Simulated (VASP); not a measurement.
Sn: relaxation of cell and atoms with PBEsol

The system is Sn.

```
Sn
1.0
    -2.91915    2.91915    1.57546
     2.91915   -2.91915    1.57546
     2.91915    2.91915   -1.57546
Sn
2
Direct
  0.00000 0.00000 0.00000
  0.75000 0.25000 0.50000
```

```yaml
Program: VASP 6.6.1
Task: relaxation of cell and atoms
Functional: PBEsol
Potentials_or_basis: VASP PAW PBE potentials, release 64 (Sn_d)
Cutoff: 600 eV
k_mesh: 16 × 16 × 16
Occupations: methfessel-paxton, width 0.1 eV
Spin: no spin polarisation
Further_INCAR_settings: ALGO = Normal; EDIFF = 1e-07; IBRION = 2; EDIFFG = -0.005; NSW = 90; ISIF = 3
```

* Pressure after relaxing: 0.0 GPa
* Band gap on the k mesh: none (metal or under the smearing width)

Final structure:
```
CELL_PARAMETERS angstrom
-2.91915 2.91915 1.57546
2.91915 -2.91915 1.57546
2.91915 2.91915 -1.57546
ATOMIC_POSITIONS crystal
Sn 0.00000 0.00000 0.00000
Sn 0.75000 0.25000 0.50000
```

Levels at points of the mesh, in eV from the Fermi level:
| k point | band 12 | band 13 | band 14 | band 15 | band 16 | band 17 |
| --- | --- | --- | --- | --- | --- | --- |
| (0.00, 0.00, 0.00) | -3.73 | -2.05 | -2.05 | 2.89 | 6.18 | 6.18 |
| (0.50, 0.00, 0.00) | -5.42 | -2.35 | -1.77 | -1.13 | 2.23 | 2.85 |
| (0.50, 0.50, 0.00) | -8.99 | 0.54 | 0.54 | 1.50 | 1.50 | 6.19 |
| (0.50, 0.50, 0.50) | -7.64 | -4.90 | -4.90 | 5.23 | 5.23 | 9.34 |

It took 2.3 min on 1 thread of Intel(R) Xeon(R) 6975P-C (Granite Rapids), on a shared host, peak memory 0.46 GiB.

Caveat: the relaxation stopped at its first step, so nothing moved; the PAW data sets were made with another functional, which shifts forces and pressure a little.
